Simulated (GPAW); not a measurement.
Runs of GPAW 26.7.0 on Ga. Symmetry: P2_1/m, No. 11, monoclinic system. The conventional cell has a = 2.778 Å, b = 3.282 Å, c = 4.210 Å, α = 90.00°, β = 108.61°, γ = 90.00°. Ga (site symmetry m) has 8 Ga at 2.71 to 2.84 Å as nearest neighbours. This isn't the form of Ga at room conditions, which is orthorhombic.

```csv
task,level,potentials or basis,cell,k mesh,band path,band points,gap on the mesh (eV),pressure (GPa),V0 of scaled cells (Å³/atom),B0 (GPa),largest force (eV/Å)
equation of state,LDA,"the program's PAW data sets (release 1.2.1) made for this functional, pw",as given,8 × 7 × 6,-,-,-,-,17.58,63,-
single point,PBEsol,"PAW data sets generated in the run's folder for this functional, pw",as given,10 × 8 × 7,-,-,none,-0.1,-,-,(b)
equation of state,PBEsol,"PAW data sets generated in the run's folder for this functional, pw",as given,10 × 8 × 7,-,-,-,-,(a),62,-
band structure,LDA,"the program's PAW data sets (release 1.2.1) made for this functional, pw",as given,8 × 7 × 6,"GYHCEM1AXH1,MDZ,YD",60,-,-2.0,-,-,0.10
single point,PBEsol,"PAW data sets generated in the run's folder for this functional, pw","atoms moved at random, drawn with an rms of 0.05 Å",10 × 8 × 7,-,-,none,-0.1,-,-,0.09
```

Alike in all rows: no spin polarisation; cutoff (eV) 600; smearing fermi-dirac 0.05 eV.

Task: Estimate the missing entries.

Result: (a) 18.17; (b) 0.08.

Caveats: the cell was scaled at fixed shape and fractional positions, which overstates the stiffness of a crystal with free parameters, most of all of layers and chains (some runs).

A k mesh can miss the band edges, and the runs leave out spin-orbit coupling on Ga.

A gap of «none» marks a metal or a gap under the smearing width.

Runs at the PBE level aren't shown here.
